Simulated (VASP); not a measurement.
Crystal: Tc.

```xyz
1
Lattice="0.0000 1.9500 1.9500 1.9500 0.0000 1.9500 1.9500 1.9500 0.0000" Properties=species:S:1:pos:R:3 pbc="T T T"
Tc    0.0000    0.0000    0.0000
```

This isn't the form of Tc at room conditions, which is hcp.

```yaml
Program: VASP 6.6.1
Task: relaxation of cell and atoms
Functional: PBE
Dispersion: D3
Potentials_or_basis: VASP PAW PBE potentials, release 64 (Tc)
Cutoff: 580 eV
k_mesh: 12 × 12 × 12
Occupations: methfessel-paxton, width 0.2 eV
Spin: no spin polarisation
Hubbard_terms: Tc d U = 5 eV, J = 0.5 eV
```

At the start: pressure -18.4 GPa; volume 14.83 Å³/atom.

Question: Where does the relaxation end?

Answer: Over 17 steps the energy falls by 68.1 meV/atom and the volume is 13.73 Å³/atom (-7.4 %); space group Fm-3m (No. 225, to 0.05 Å).

Step by step:
| step | energy change (eV) | largest force (eV/Å) | pressure (GPa) | volume (Å³) |
| --- | --- | --- | --- | --- |
| 1 | 0.0000 | 0.0000 | -18.39 | 14.83 |
| 2 | -0.0600 | 0.0000 | -6.90 | 14.09 |
| 3 | -0.0440 | 0.0000 | 13.79 | 13.15 |
| 4 | -0.0526 | 0.0000 | 10.89 | 13.26 |
| 5 | -0.0633 | 0.0000 | 5.96 | 13.46 |
| 6 | -0.0681 | 0.0000 | 0.26 | 13.72 |
| 7 | -0.0639 | 0.0000 | -5.00 | 13.99 |
| 8 | -0.0642 | 0.0000 | -4.79 | 13.98 |
| 9 | -0.0649 | 0.0000 | -4.36 | 13.95 |
| 10 | -0.0657 | 0.0000 | -3.74 | 13.92 |
| 11 | -0.0666 | 0.0000 | -2.95 | 13.88 |
| 12 | -0.0674 | 0.0000 | -2.02 | 13.83 |
| 13 | -0.0679 | 0.0000 | -0.98 | 13.78 |
| 14 | -0.0681 | 0.0000 | 0.12 | 13.73 |
| 15 | -0.0681 | 0.0000 | 0.12 | 13.73 |
| 16 | -0.0681 | 0.0000 | 0.12 | 13.73 |
| 17 | -0.0681 | 0.0000 | 0.11 | 13.73 |

Final structure:
```yaml
crystal:
  lattice:
    - [0.00000, 1.90056, 1.90056]
    - [1.90056, 0.00000, 1.90056]
    - [1.90056, 1.90056, 0.00000]
  atoms:
    - { symbol: Tc, position: [0.00000, 0.00000, 0.00000] }
```

Caveat: U without spin polarisation on a metal has little footing; pairwise dispersion overbinds metals, which lowers pressure and volume; the U is typed as a test and isn't derived for this compound.
